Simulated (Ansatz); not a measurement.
# TiTe2 monolayer (1T): modes against uniaxial strain along the armchair direction, normal to a, with the width clamped

Aim: how do the optical modes of TiTe2 monolayer (1T) shift and split under this strain?

Main program and level: Ansatz 0.2.0; DFT PBE, scalar-relativistic, plane waves, PAW; PAW set soft_1.

Most raw output is cut from this account.

## (1) Set-up

The cell holds 3 atoms: 1 Ti and 2 Te. Cell: a = 3.730 Å, b = 3.730 Å, c = 30.424 Å, α = 90.0°, β = 90.0°, γ = 120.0°. Vacuum lies along c. The height across the vacuum is the one that the program set for its solve, not the one typed.

## (2) A rough relaxation first

A rough relaxation comes first, because large forces or stress need no tight tolerances yet. The program lengthens the typed cell of 20.0 Å along the normal to 30.4 Å, as its cut-off of the electrostatics needs, and moves no atom.

input.yaml

```yaml
crystal:
  lattice:
    - [3.73, 0.0, 0.0]
    - [-1.865, 3.23027, 0.0]
    - [0.0, 0.0, 20.0]
  atoms:
    - { symbol: Ti, position: [0.0, 0.0, 0.5] }
    - { symbol: Te, position: [0.333333, 0.666667, 0.5828] }
    - { symbol: Te, position: [0.666667, 0.333333, 0.4172] }
  periodic: [true, true, false]
kpoints:
  mp_grid: { grid: [6, 6, 1] }
hamiltonian:
  xc: pbe
  pseudopotentials: { kind: paw, azcp: { folder: soft_1 } }
scf:
  occupations: { method: gaussian, width: 0.1 }
output:
  forces: true
  stress: true
  eigenvalues: true
relax:
  adjacent_minimum: "off"
  f_tol: 0.05
  max_steps: 80
  cell: { stress_2d_tol: 0.02 }
```

On the command line:

```bash
ansatz run input.yaml --threads 8 --pin off --max-ram 16384MiB --backend cpu --events-out ev --progress --plain --runs-dir out
```

It took 3.7 s on 8 threads of AMD EPYC 9B45 (Zen 5), shared host; peak memory 0.84 GiB.

Step by step:

```csv
step,energy less that of the first step (eV),largest force component (eV/Å),volume (Å³)
1,0.0000,0.8236,366.58
2,0.0149,0.7990,371.41
3,-0.0789,0.0952,372.84
4,-0.0808,0.0175,374.88
5,-0.0810,0.0071,376.61
6,-0.0810,0.0001,376.67
7*,-0.0814,0.0000,376.67
```

Relaxation steps marked * repeat the geometry before them on a plane-wave basis chosen anew for their cell, so energy and pressure can jump there. Relaxation step 2 was tried and not accepted.

The run keeps the 12 symmetry operations that it works with, so distortions that break them were not tested.

```csv
cell as run,before,after,change
a (Å),3.730,3.781,+1.4 %
b (Å),3.730,3.781,+1.4 %
```

The atoms that moved most (Å, along periodic axes as changes of fractional coordinates times the final cell, across vacuum about the mean position):

```csv
atom,dx,dy,dz,length
Te3,0.000,0.000,-0.068,0.068
Te2,0.000,0.000,0.068,0.068
```

Final coordinates:

```xyz
3
Lattice="3.7810 0.0000 0.0000 -1.8905 3.2745 0.0000 0.0000 0.0000 30.4240" Properties=species:S:1:pos:R:3
Ti    0.0000    0.0000   10.0000
Te    0.0000    2.1830   11.7240
Te    1.8905    1.0915    8.2760
```

This step gave:

- gap on the k-mesh: 0 eV
- area per atom: 4.127 Å²

The relaxation ends with a largest force component of 1.8e-5 eV/Å.

## (3) Bringing the structure to rest

Harmonic phonons are second derivatives at a point where the forces vanish, and they are wanted at zero stress, so atoms and cell are relaxed first.

input.yaml

```yaml
crystal:
  lattice:
    - [3.781027672, 0.0, 0.0]
    - [-1.890513836, 3.2744660164, 0.0]
    - [0.0, 0.0, 30.424]
  atoms:
    - { symbol: Ti, position: [0.0, 0.0, 0.328687878] }
    - { symbol: Te, position: [0.3333333333, 0.6666666667, 0.3853542884] }
    - { symbol: Te, position: [0.6666666667, 0.3333333333, 0.2720214676] }
  periodic: [true, true, false]
kpoints:
  mp_grid: { grid: [12, 12, 1] }
hamiltonian:
  xc: pbe
  pseudopotentials: { kind: paw, azcp: { folder: soft_1 } }
scf:
  occupations: { method: gaussian, width: 0.1 }
output:
  forces: true
  stress: true
  eigenvalues: true
  write_density: true
  write_potential: true
  elf: true
  volumetric_format: npy
relax:
  adjacent_minimum: "off"
  f_tol: 0.005
  max_steps: 80
  cell: { stress_2d_tol: 0.02 }
```

It took 5.8 s on 8 threads; peak memory 1.1 GiB; 38 s of CPU time.

Step by step:

```csv
step,energy less that of the first step (eV),largest force component (eV/Å),volume (Å³)
1,0.0000,0.0528,376.67
2,-0.0014,0.0983,372.60
3,-0.0025,0.0213,372.50
4,-0.0027,0.0005,371.57
5,-0.0028,0.0004,371.28
6*,-0.0025,0.0005,371.28
```

Relaxation steps marked * repeat the geometry before them on a plane-wave basis chosen anew for their cell, so energy and pressure can jump there.

Forces are held to the 12 operations that the run works with; a distortion that breaks them can't arise in this run.

```csv
cell as run,before,after,change
a (Å),3.781,3.754,-0.7 %
b (Å),3.781,3.754,-0.7 %
```

The atoms that moved most (Å, along periodic axes as changes of fractional coordinates times the final cell, across vacuum about the mean position):

```csv
atom,dx,dy,dz,length
Te2,0.000,0.000,0.018,0.018
Te3,0.000,0.000,-0.018,0.018
```

Final coordinates:

```xyz
3
Lattice="3.7538 0.0000 0.0000 -1.8769 3.2509 0.0000 0.0000 0.0000 30.4240" Properties=species:S:1:pos:R:3
Ti    0.0000    0.0000   10.0000
Te    0.0000    2.1673   11.7423
Te    1.8769    1.0836    8.2577
```

This step gave:

| Quantity | Value |
| --- | --- |
| area per atom | 4.068 Å² |

Electrostatic potential energy in the ac plane at fractional y = 0.333, with atoms of Te within 0.2 Å of it. With pseudopotentials it is smooth inside the atoms' cores, unlike the true potential.

Ten even steps from '0' (-13 eV) to '9' (0 eV), each cell a mean:
```
99999999999999
99999999999999
99999999999999
99999999999999
99999999999999
99999999999999
99999999999999
99999999999999
99999999999999
99999999999999
99999999999999
99999999999999
99999999999999
98889999999999
42113578999886
43234678898876
54445543333344
57886200365000
99999876555668
99999999999999
99999999999999
99999999999999
99999999999999
99999999999999
```
Columns run along a (3.8 Å; values clipped at the 3rd and 97th percentile), rows up along c (30.4 Å). Atoms in or near the plane, at fractional coordinates: Te at (0.67, 0.27).

Valence density in the ac plane at fractional y = 0.333, with atoms of Te within 0.2 Å of it. It is the smooth field of the valence electrons, not physical close to the nuclei.

Ten steps, logarithmic in the rise over the least value, from '0' (0 e/Å³) to '9' (11 e/Å³), each cell a mean:
```
00000000000000
00000000000000
00000000000000
00000000000000
00000000000000
00000000000000
00000000000000
00000000000000
00000000000000
00000000000000
00000000000000
00000000000000
00000000000000
00110000000000
23332211000112
22322211111111
22122223454332
21112347999753
00000112233211
00000000000000
00000000000000
00000000000000
00000000000000
00000000000000
```
Columns run along a (3.8 Å), rows up along c (30.4 Å). Atoms in or near the plane, at fractional coordinates: Te at (0.67, 0.27).

ELF in the ac plane at fractional y = 0.333, with atoms of Te within 0.2 Å of it. It is the smooth field of the valence electrons, not physical close to the nuclei.

Ten even steps from '0' (0.00) to '9' (0.74), each cell a mean:
```
00000000000000
00000000000000
00000000000000
00000000000000
00000000000000
00000000000000
00000000000000
00000000000000
00000000000000
00000000000000
00000000000000
00000000000000
00000000000000
56765420000013
88888752100147
55555432111234
42113566656666
75247864211357
41013699999998
00000023344321
00000000000000
00000000000000
00000000000000
00000000000000
```
Columns run along a (3.8 Å), rows up along c (30.4 Å). Atoms in or near the plane, at fractional coordinates: Te at (0.67, 0.27).

## (4) Tight relaxation

Phonons need small forces and stress, so the relaxation is finished with tight tolerances on 12×12×1 k points.

input.yaml, the sections that differ from step 3:

```yaml
crystal:
  lattice:
    - [3.7538330906, 0.0, 0.0]
    - [-1.8769165453, 3.2509148181, 0.0]
    - [0.0, 0.0, 30.424]
  atoms:
    - { symbol: Ti, position: [0.0, 0.0, 0.328687878] }
    - { symbol: Te, position: [0.3333333333, 0.6666666667, 0.3859565477] }
    - { symbol: Te, position: [0.6666666667, 0.3333333333, 0.2714192083] }
  periodic: [true, true, false]
scf:
  occupations: { method: methfessel_paxton, width: 0.2 }
relax:
  adjacent_minimum: "off"
  f_tol: 0.001
  max_steps: 60
  cell: { stress_2d_tol: 0.002 }
# kpoints, hamiltonian, output: as in step 3
```

It took 3.7 s on 8 threads; peak memory 1.1 GiB; 25 s of CPU time.

Little changed from the start: no atom moved by 0.005 Å and no cell edge by 0.1 %.

Valence density in the ac plane at fractional y = 0.333, with atoms of Te within 0.2 Å of it. It is the smooth field of the valence electrons, not physical close to the nuclei.

Ten steps, logarithmic in the rise over the least value, from '0' (0 e/Å³) to '9' (11 e/Å³), each cell a mean:
```
00000000000000
00000000000000
00000000000000
00000000000000
00000000000000
00000000000000
00000000000000
00000000000000
00000000000000
00000000000000
00000000000000
00000000000000
00000000000000
00110000000000
23332211000112
22322211111111
22122223454332
21112347999753
00000112233211
00000000000000
00000000000000
00000000000000
00000000000000
00000000000000
```
Columns run along a (3.8 Å), rows up along c (30.4 Å). Atoms in or near the plane, at fractional coordinates: Te at (0.67, 0.27).

ELF in the ac plane at fractional y = 0.333, with atoms of Te within 0.2 Å of it. It is the smooth field of the valence electrons, not physical close to the nuclei.

Values, 24 rows by 14 columns, each cell a mean:
```
0.00 0.00 0.00 0.00 0.00 0.00 0.00 0.00 0.00 0.00 0.00 0.00 0.00 0.00
0.00 0.00 0.00 0.00 0.00 0.00 0.00 0.00 0.00 0.00 0.00 0.00 0.00 0.00
0.00 0.00 0.00 0.00 0.00 0.00 0.00 0.00 0.00 0.00 0.00 0.00 0.00 0.00
0.00 0.00 0.00 0.00 0.00 0.00 0.00 0.00 0.00 0.00 0.00 0.00 0.00 0.00
0.00 0.00 0.00 0.00 0.00 0.00 0.00 0.00 0.00 0.00 0.00 0.00 0.00 0.00
0.00 0.00 0.00 0.00 0.00 0.00 0.00 0.00 0.00 0.00 0.00 0.00 0.00 0.00
0.00 0.00 0.00 0.00 0.00 0.00 0.00 0.00 0.00 0.00 0.00 0.00 0.00 0.00
0.00 0.00 0.00 0.00 0.00 0.00 0.00 0.00 0.00 0.00 0.00 0.00 0.00 0.00
0.00 0.00 0.00 0.00 0.00 0.00 0.00 0.00 0.00 0.00 0.00 0.00 0.00 0.00
0.00 0.00 0.00 0.00 0.00 0.00 0.00 0.00 0.00 0.00 0.00 0.00 0.00 0.00
0.00 0.00 0.00 0.00 0.00 0.00 0.00 0.00 0.00 0.00 0.00 0.00 0.00 0.00
0.00 0.00 0.00 0.00 0.00 0.00 0.00 0.00 0.00 0.00 0.00 0.00 0.00 0.00
0.03 0.05 0.06 0.05 0.04 0.02 0.01 0.00 0.00 0.00 0.00 0.00 0.01 0.01
0.39 0.49 0.53 0.51 0.43 0.30 0.15 0.06 0.02 0.01 0.01 0.03 0.10 0.22
0.63 0.63 0.62 0.63 0.62 0.57 0.40 0.22 0.09 0.05 0.06 0.14 0.33 0.52
0.39 0.41 0.41 0.41 0.39 0.36 0.28 0.20 0.14 0.12 0.12 0.17 0.24 0.33
0.31 0.18 0.11 0.14 0.26 0.41 0.50 0.50 0.46 0.44 0.45 0.49 0.50 0.46
0.59 0.39 0.21 0.30 0.53 0.60 0.49 0.32 0.15 0.10 0.12 0.25 0.43 0.57
0.34 0.12 0.04 0.08 0.25 0.51 0.68 0.73 0.74 0.74 0.74 0.74 0.71 0.61
0.03 0.01 0.00 0.00 0.02 0.06 0.15 0.23 0.29 0.32 0.31 0.26 0.18 0.10
0.00 0.00 0.00 0.00 0.00 0.00 0.00 0.01 0.01 0.01 0.01 0.01 0.00 0.00
0.00 0.00 0.00 0.00 0.00 0.00 0.00 0.00 0.00 0.00 0.00 0.00 0.00 0.00
0.00 0.00 0.00 0.00 0.00 0.00 0.00 0.00 0.00 0.00 0.00 0.00 0.00 0.00
0.00 0.00 0.00 0.00 0.00 0.00 0.00 0.00 0.00 0.00 0.00 0.00 0.00 0.00
```
Columns run along a (3.8 Å), rows up along c (30.4 Å). Atoms in or near the plane, at fractional coordinates: Te at (0.67, 0.27).

Electrostatic potential energy in the ac plane at fractional y = 0.333, with atoms of Te within 0.2 Å of it. With pseudopotentials it is smooth inside the atoms' cores, unlike the true potential.

Ten even steps from '_' (-13 eV) to '@' (0 eV), each cell a mean:
```
@@@@@@@@@@@@@@@@@@@@@@@@@@@@
@@@@@@@@@@@@@@@@@@@@@@@@@@@@
@@@@@@@@@@@@@@@@@@@@@@@@@@@@
@@@@@@@@@@@@@@@@@@@@@@@@@@@@
@@@@@@@@@@@@@@@@@@@@@@@@@@@@
@@@@@@@@@@@@@@@@@@@@@@@@@@@@
@@@@@@@@@@@@@@@@@@@@@@@@@@@@
@@@@@@@@@@@@@@@@@@@@@@@@@@@@
@@@@@@@@@@@@@@@@@@@@@@@@@@@@
@@@@@@@@@@@@@@@@@@@@@@@@@@@@
@@@@@@@@@@@@@@@@@@@@@@@@@@@@
@@@@@@@@@@@@@@@@@@@@@@@@@@@@
@@@@@@@@@@@@@@@@@@@@@@@@@@@@
@@%%%%%%@@@@@@@@@@@@@@@@@@@@
==::....--++##%%@@@@@@%%%%**
==--::--==**##%%%%@@%%%%##**
++======++++==----------====
++##%%%%**::____--**++______
@@@@@@@@@@%%##**++++++****%%
@@@@@@@@@@@@@@@@@@@@@@@@@@@@
@@@@@@@@@@@@@@@@@@@@@@@@@@@@
@@@@@@@@@@@@@@@@@@@@@@@@@@@@
@@@@@@@@@@@@@@@@@@@@@@@@@@@@
@@@@@@@@@@@@@@@@@@@@@@@@@@@@
```
Columns run along a (3.8 Å; values clipped at the 3rd and 97th percentile), rows up along c (30.4 Å). Atoms in or near the plane, at fractional coordinates: Te at (0.67, 0.27).

The largest force component left is 0.038 meV/Å, within the tolerances set.

## (5) Modes at rest

The force constants come from the linear response of the density to a displacement.

The modes at rest are the reference of the series.

input.yaml, the sections that differ from step 4:

```yaml
crystal:
  lattice:
    - [3.7539879042, 0.0, 0.0]
    - [-1.8769939521, 3.2510488906, 0.0]
    - [0.0, 0.0, 30.424]
  atoms:
    - { symbol: Ti, position: [0.0, 0.0, 0.328687878] }
    - { symbol: Te, position: [0.3333333333, 0.6666666667, 0.3859427272] }
    - { symbol: Te, position: [0.6666666667, 0.3333333333, 0.2714330288] }
  periodic: [true, true, false]
output:
  eigenvalues: true
phonons:
  method: dfpt
# kpoints, hamiltonian, scf: as in step 4
# relax: removed
```

Wall time 21 s (8 threads); peak memory 2 GiB.

This step gave:

| Property | Result |
| --- | --- |
| sum-rule residual before enforcement | 1.14e-4 eV/Å² |
| point group | -3m |
| highest optical mode at the zone centre (no LO-TO term) | 261.8 cm⁻¹ |
| lowest optical zone-centre mode | 92.21 cm⁻¹ |

Patterns of degenerate modes are one choice out of their space. Modes at Γ, with each element's share of the kinetic energy:

```csv
mode,frequency (cm⁻¹),symmetry,Ti %,Te %
1,0.0,acoustic,16,84
2,0.0,acoustic,16,84
3,0.0,acoustic,16,84
4,92.2,Eg,0,100
5,92.2,Eg,0,100
6,134.0,A1g,0,100
7,155.1,Eu,84,16
8,155.1,Eu,84,16
9,261.8,A2u,84,16
```

Displacements in mode 5 (92.2 cm⁻¹), the largest set to 1:
```
Ti1  0.00  0.00  0.00
Te2  0.39  1.00  0.00
Te3 -0.39 -1.00  0.00
```

Displacements in mode 9 (261.8 cm⁻¹), the largest set to 1:
```
Ti1  0.00  0.00  1.00
Te2  0.00  0.00 -0.19
Te3  0.00  0.00 -0.19
```

Before it was imposed, the acoustic sum rule was missed by 1.1e-4 eV/Å². Small misses are needed for a sound result but don't prove that mesh and cutoff are converged. The lowest optical mode is real, 92.2 cm⁻¹.

## (6) Relaxation of a member: uniaxial strain of +5 % along the armchair direction, normal to a, with the width clamped

The cell takes a uniaxial strain of +5 % along the armchair direction, normal to a, with the width clamped. The cell is held, and the atoms relax in it.

input.yaml, the sections that differ from step 5:

```yaml
crystal:
  lattice:
    - [3.7539879042, 0.0, 0.0]
    - [-1.8769939521, 3.4136013351, 0.0]
    - [0.0, 0.0, 30.424]
  atoms:
    - { symbol: Ti, position: [0.0, 0.0, 0.328687878] }
    - { symbol: Te, position: [0.3304466737, 0.6608933474, 0.3848623702] }
    - { symbol: Te, position: [0.6695533263, 0.3391066526, 0.2725133858] }
  periodic: [true, true, false]
output:
  forces: true
  stress: true
  eigenvalues: true
relax:
  adjacent_minimum: "off"
  f_tol: 0.001
  max_steps: 60
# kpoints, hamiltonian, scf: as in step 5
# phonons: removed
```

Elapsed: 5.7 s, on 8 threads; peak memory 1.2 GiB.

Step by step:

```csv
step,energy less that of the first step (eV),largest force component (eV/Å)
1,0.0000,0.0640
2,0.0005,0.0931
3,-0.0006,0.0027
4,-0.0006,0.0001
```

Relaxation step 2 was tried and not accepted.

Forces are held to the 4 operations that the run works with; a distortion that breaks them can't arise in this run.

Final coordinates:

```
Ti Te
1.0
     3.75399    0.00000    0.00000
    -1.87699    3.41360    0.00000
     0.00000    0.00000   30.42400
Ti Te
1 2
Direct
  0.00000 0.00000 0.32869
  0.32983 0.65965 0.38459
  0.67017 0.34035 0.27279
```

Numbers from this step:

| Item | Value |
| --- | --- |
| area per atom | 4.272 Å² |

The largest force component left is 0.087 meV/Å.

## (7) Zone-centre modes of the member: uniaxial strain of +5 % along the armchair direction, normal to a, with the width clamped

The zone-centre modes follow for uniaxial strain of +5 % along the armchair direction, normal to a, with the width clamped.

input.yaml, the sections that differ from step 6:

```yaml
crystal:
  lattice:
    - [3.7539879042, 0.0, 0.0]
    - [-1.8769939521, 3.4136013351, 0.0]
    - [0.0, 0.0, 30.424]
  atoms:
    - { symbol: Ti, position: [0.0, 0.0, 0.328687878] }
    - { symbol: Te, position: [0.3298273037, 0.6596546074, 0.3845892551] }
    - { symbol: Te, position: [0.6701726963, 0.3403453926, 0.2727865009] }
  periodic: [true, true, false]
output:
  eigenvalues: true
phonons:
  method: dfpt
# kpoints, hamiltonian, scf: as in step 6
# relax: removed
```

It took 30 s on 8 threads; peak memory 2.1 GiB; 3.6 min of CPU time.

Numbers from this step:

- sum-rule residual before enforcement: 1.73e-4 eV/Å²
- point group: 2/m
- highest optical mode at the zone centre (no LO-TO term): 245.6 cm⁻¹
- lowest optical zone-centre mode: 91.29 cm⁻¹

Patterns of degenerate modes are one choice out of their space. Modes at Γ, with each element's share of the kinetic energy:

```csv
mode,frequency (cm⁻¹),symmetry,Ti %,Te %
1,0.0,acoustic,16,84
2,0.0,acoustic,16,84
3,0.0,acoustic,16,84
4,91.3,Ag,0,100
5,92.8,Bg,0,100
6,130.0,Ag,0,100
7,130.2,Au,84,16
8,137.1,Bu,84,16
9,245.6,Bu,84,16
```

The lowest optical mode is real, 91.3 cm⁻¹, and the highest lies at 245.6 cm⁻¹.

Between step 5 and this run (strain 5 %) the value for the highest optical mode at the zone centre (no LO-TO term) moves from 262 cm⁻¹ to 246 cm⁻¹ (-6 %).

(Continued in part 2 of 2.)

[Logs are printed without paths, hosts, clocks, repeated set-up lines and the standing remarks that a program may print on its own settings, such as how far it seeks lower states.]

[Hosts, paths, dates, database ids (printed as entryN), source tags and the programs' standing remarks are cut or masked in the printed files.]
